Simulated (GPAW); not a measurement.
Crystal: MoSe2.

```
Mo Se
1.0
     3.28800    0.00000    0.00000
    -1.64400    2.84749    0.00000
     0.00000    0.00000   12.90000
Mo Se
2 4
Cartesian
  1.6440 0.9492 9.6750
  0.0000 1.8983 3.2250
  1.6440 0.9492 4.8375
  0.0000 1.8983 11.2875
  0.0000 1.8983 8.0625
  1.6440 0.9492 1.6125
```

```yaml
Program: GPAW 26.7.0
Task: relaxation of cell and atoms
Functional: PBEint
Potentials_or_basis: PAW data sets generated in the run's folder for this functional
Cutoff: 600 eV
Basis: pw
k_mesh: 6 × 6 × 2
Occupations: fermi-dirac, width 0.05 eV
Spin: no spin polarisation
```

At the start: pressure 4.2 GPa; volume 20.13 Å³/atom.

Q: How do energy, volume and symmetry change on relaxing?

A: Over 15 steps the energy falls by 17.4 meV/atom and the volume is 21.36 Å³/atom (+6.1 %); space group P6_3/mmc (No. 194, to 0.05 Å).

Step by step:
```csv
step,energy change (eV),largest force (eV/Å),pressure (GPa),volume (Å³)
1,0.0000,0.8493,4.19,120.78
2,-0.0480,0.5350,2.56,121.23
3,-0.0830,0.0092,-0.14,122.01
4,-0.0836,0.0201,-0.26,122.03
5,-0.0855,0.0790,-0.40,121.99
6,-0.0875,0.1083,-0.30,121.84
7,-0.0892,0.0893,0.09,121.62
8,-0.0900,0.0467,0.42,121.53
9,-0.0904,0.0152,0.59,121.55
10,-0.0911,0.0215,0.74,121.70
11,-0.0927,0.0706,0.89,122.16
12,-0.0956,0.1148,0.93,123.22
13,-0.0998,0.1171,0.72,125.00
14,-0.1035,0.0599,0.31,126.97
15,-0.1046,0.0086,0.04,128.18
```

Final structure:
```cif
data_structure
_symmetry_space_group_name_H-M 'P 1'
_symmetry_Int_Tables_number 1
_cell_length_a 3.2776
_cell_length_b 3.2776
_cell_length_c 13.7777
_cell_angle_alpha 90.000
_cell_angle_beta 90.000
_cell_angle_gamma 120.000
_cell_volume 128.18
loop_
_atom_site_label
_atom_site_type_symbol
_atom_site_fract_x
_atom_site_fract_y
_atom_site_fract_z
_atom_site_occupancy
Mo1 Mo 0.66667 0.33333 0.75000 1
Mo2 Mo 0.33333 0.66667 0.25000 1
Se1 Se 0.66667 0.33333 0.37086 1
Se2 Se 0.33333 0.66667 0.87086 1
Se3 Se 0.33333 0.66667 0.62914 1
Se4 Se 0.66667 0.33333 0.12914 1
```

Caveat: the k mesh is coarse; later steps reuse the first step's grids.
